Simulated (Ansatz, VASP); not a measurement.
# Two plane-wave programs on MgS

```
CELL_PARAMETERS angstrom
0.09931 2.84526 2.84526
2.84526 0.09931 2.84526
2.84526 2.84526 0.09931
ATOMIC_POSITIONS crystal
Mg 0.00332 0.00332 0.00332
S 0.24668 0.24668 0.24668
```

Change from the starting cell: epitaxial_111 strain -3.0%.

Alike in both runs: task single point; functional PBE; k mesh 8 × 8 × 8; occupations fermi-dirac, width 0.02 eV; no spin polarisation.

|  | VASP | Ansatz |
| --- | --- | --- |
| version | VASP 6.6.1 | Ansatz 0.2.0 |
| potentials or method | VASP PAW PBE potentials, release 64 (Mg, S) | plane waves, PAW |
| plane-wave cutoff (eV) | 520 | 420 |
| valence electrons in the cell | 8 | 16 |

Ansatz gave:

| Item | Value |
| --- | --- |
| gap on the k mesh at the Fermi level (eV) | 3.48 |
| pressure (GPa) | 3.5 |
| largest component of the traceless stress (GPa) | 1.12 |
| rms of the force components (eV/Å) | 0.007 |

Q: What did VASP give for the same quantities?

A: gap on the k mesh at the Fermi level (eV): 3.48; pressure (GPa): 3.3; largest component of the traceless stress (GPa): 1.12; rms of the force components (eV/Å): 0.006.

Atom by atom the forces differ by 0.000 eV/Å (rms over components). The functional is the same, so the differences come from potentials, cutoffs and numerics. The two sets of potentials don't hold the same shells in valence.

A k mesh can miss the band edges.
